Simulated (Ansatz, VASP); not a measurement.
# Two plane-wave programs on Ni

```xyz
3
Lattice="4.0321 0.0000 0.0000 -2.0160 3.4919 0.0000 0.0000 0.0000 2.4270" Properties=species:S:1:pos:R:3 pbc="T T T"
Ni   -2.0160    3.4919    0.0000
Ni    0.0000    2.3279    1.2135
Ni    2.0160    1.1640    1.2135
```

Alike in both runs: functional RPBE; k mesh 9 × 9 × 13; occupations fermi-dirac, width 0.1 eV; no spin polarisation.

Ansatz relaxed the structure, and its values are those at the end. VASP's run is a single point on that final structure, the one shown.

|  | VASP | Ansatz |
| --- | --- | --- |
| version | VASP 6.6.1 | Ansatz 0.2.0 |
| potentials or method | VASP PAW PBE potentials, release 64 (Ni) | plane waves (420 eV) with PAW, scalar-relativistic |
| plane-wave cutoff (eV) | 520 | 420 |
| valence electrons in the cell | 30 | 54 |

|  | VASP | Ansatz | Ansatz less VASP |
| --- | --- | --- | --- |
| pressure (GPa) | 0.2 | 0.0 | -0.24 |

The two sets of potentials don't hold the same shells in valence.

Caveats: the PAW data sets were made with another functional, which shifts forces and pressure a little (VASP); the run has no spin polarisation, though such a crystal can be magnetic. Spin polarisation is off, so any magnetic state and its effect on volume and gap are missing.
